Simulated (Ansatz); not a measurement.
A calculation with Ansatz 0.2.0 of KBr (native input, structure typed inline):

The input input.yaml:

```yaml
crystal:
  lattice:
    - [0.0, 3.3, 3.3]
    - [3.3, 0.0, 3.3]
    - [3.3, 3.3, 0.0]
  atoms:
    - { symbol: Br, position: [0.5, 0.5, 0.5] }
    - { symbol: K, position: [0.0, 0.0, 0.0] }
hamiltonian:
  xc: { exchange: rpw86, correlation: pbe }
  pseudopotentials: { kind: paw }
kpoints:
  mp_grid: { grid: [7, 7, 7] }
scf:
  occupations: { method: fixed }
  n_extra_bands: 12
output:
  eigenvalues: true
  optics: { e_range: [0, 14], sigma: 0.1, nscf_kmesh: { grid: [10, 10, 10] } }
```

Potentials or basis: Ansatz PAW.

Launch:

```console
$ ansatz run input.yaml --threads 2 --pin off --max-ram 5120MiB --backend cpu --events-out ev --progress --plain --runs-dir out
```

**Question.** Write the same calculation in another form: ASE script, structure from a POSCAR.

**Answer.** As run:

run.py

```python
import json

import ase.io
import numpy as np

import ansatz as az

atoms = ase.io.read("POSCAR", format="vasp")

calculation = (
    az.Crystal.from_ase(atoms)
    .calculation()
    .kpoints(7, 7, 7)
    .functional(exchange="rpw86", correlation="pbe")
    .pseudopotentials(kind="paw")
    .scf(extra_bands=12)
    .occupations(method="fixed")
    .optics(energy_range=(0.0, 14.0), broadening_width=0.1, nscf_kmesh=(10, 10, 10))
    .band_table(publish=True)
)
outcome = calculation.run(threads=2, events_out="events.jsonl")

report = outcome.report
for line in open("events.jsonl"):
    event = json.loads(line)
    if event["event"] == "scf_iter":
        d = event["data"]
        print(f"SCF {d['iter']:3d}  HF = {d['harris_foulkes_ev']:.6f} eV  dr2 = {d['dr2_ev']:.2e} eV")
    elif event["event"] in ("relax_step", "md_step"):
        d = event["data"]
        print(f"{event['event']} {d['step']:3d}  E = {d['lagrangian_ev']:.6f} eV")
np.set_printoptions(precision=5, suppress=True, linewidth=110)
print("converged:", report["converged"], "after", report["n_iterations"], "iterations")
print(f"free energy {report['free_energy_ev']:.6f} eV, Fermi level {report['fermi_energy_ev']:.4f} eV")
for key in ("band_edges_ev", "magnetization_mub", "site_moments_mub", "site_moments_nc_mub", "forces_ev_ang",
                "stress_gpa", "kpoints_frac", "eigenvalues_ev"):
    if report.get(key) is not None:
        print(key, np.array(report[key]), sep="\n")
```

The input POSCAR:

```
KBr
1.0
    0.0000000000      3.3000000000      3.3000000000
    3.3000000000      0.0000000000      3.3000000000
    3.3000000000      3.3000000000      0.0000000000
Br K
1 1
Direct
    0.5000000000      0.5000000000      0.5000000000
    0.0000000000      0.0000000000      0.0000000000
```

Potentials or basis: Ansatz PAW.

Launch:

```bash
$ python run.py
```

Both were run:

|  | native input, structure typed inline | ASE script, structure from a POSCAR |
| --- | --- | --- |
| Band gap on the k mesh | 4.24 eV, direct | 4.24 eV, direct |

Keys that steer only the numerical path or the files written may differ.

Caveat: odd divisions of the mesh miss points on the zone boundary, where band edges often lie, so the gap on the mesh can be too wide.
